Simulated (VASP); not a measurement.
TiCo: relaxation of cell and atoms with PBEsol

TiCo:

```
Co Ti
1.0
     2.98611    0.00000    0.00000
     0.00000    2.98611    0.00000
     0.00000    0.00000    2.98611
Co Ti
1 1
Direct
  0.50000 0.50000 0.50000
  0.00000 0.00000 0.00000
```

The cell comes from a database or a generator and needn't be the stable form of this composition.

```
Program                : VASP 6.6.1
Task                   : relaxation of cell and atoms
Functional             : PBEsol
Potentials or basis    : VASP PAW PBE potentials, release 64 (Co, Ti_sv)
Cutoff                 : 600 eV
k mesh                 : 8 × 8 × 8
Occupations            : fermi-dirac, width 0.05 eV
Spin                   : collinear spin, ferromagnetic start
Starting moments       : [2.0, 1.0] μB
Ladder                 : gaps
Further INCAR settings : ALGO = Fast; EDIFF = 1e-06; IBRION = 2; EDIFFG = -0.01; NSW = 60; ISIF = 3
```

| Item | Value |
| --- | --- |
| Relaxed volume | 12.59 Å³/atom |
| Relaxed cell | a = 2.931 Å, b = 2.931 Å, c = 2.931 Å, α = 90.00°, β = 90.00°, γ = 90.00° |
| Space group after relaxing (to 0.05 Å) | Pm-3m (No. 221) |
| Energy gained by relaxing | 23.5 meV/atom |
| Ionic steps | 4 |
| Pressure after relaxing | -0.1 GPa |
| Band gap on the k mesh | none (metal or under the smearing width) |
| Net moment | 0.00 μB per cell |
| Valence electrons inside the program's atomic spheres | Co 8.40; Ti 10.36 |

The path:
| step | energy change (eV) | largest force (eV/Å) | pressure (GPa) | volume (Å³) |
| --- | --- | --- | --- | --- |
| 1 | 0.0000 | 0.0000 | -9.79 | 26.63 |
| 2 | 0.0289 | 0.0000 | 14.22 | 23.61 |
| 3 | -0.0467 | 0.0000 | -0.87 | 25.28 |
| 4 | -0.0470 | 0.0000 | -0.10 | 25.18 |

Final structure:
```
CELL_PARAMETERS angstrom
2.93086 0.00000 0.00000
0.00000 2.93086 0.00000
0.00000 0.00000 2.93086
ATOMIC_POSITIONS crystal
Co 0.50000 0.50000 0.50000
Ti 0.00000 0.00000 0.00000
```

Levels at points of the mesh, in eV from the Fermi level:
Spin up:
```tsv
k point	band 6	band 7	band 8	band 9	band 10	band 11	band 12	band 13	band 14	band 15
(0.00, 0.00, 0.00)	-4.05	-4.05	-1.54	-1.54	-1.54	0.82	0.82	2.93	2.93	2.93
(0.50, 0.00, 0.00)	-3.89	-2.54	-1.61	-1.61	-1.08	-0.89	0.17	0.67	0.67	2.37
(0.50, 0.50, 0.00)	-3.97	-2.56	-2.56	-0.63	-0.14	0.75	0.75	1.31	2.78	2.78
(0.50, 0.50, 0.50)	-2.54	-2.54	-2.25	-2.25	-2.25	-0.60	-0.60	3.37	3.37	7.55
```
Spin down:
| k point | band 8 | band 9 | band 10 | band 11 | band 12 | band 13 |
| --- | --- | --- | --- | --- | --- | --- |
| (0.00, 0.00, 0.00) | -1.54 | -1.54 | -1.54 | 0.82 | 0.82 | 2.93 |
| (0.50, 0.00, 0.00) | -1.61 | -1.61 | -1.08 | -0.89 | 0.17 | 0.67 |
| (0.50, 0.50, 0.00) | -2.56 | -0.63 | -0.14 | 0.75 | 0.75 | 1.31 |
| (0.50, 0.50, 0.50) | -2.25 | -2.25 | -2.25 | -0.60 | -0.60 | 3.37 |

Wall time 2.7 min on 1 thread of Intel(R) Xeon(R) Platinum 8488C (Sapphire Rapids), on a shared host, peak memory 0.18 GiB.

Caveat: the starting moments collapsed, and a magnetic state may lie lower; the PAW data sets were made with another functional, which shifts forces and pressure a little.
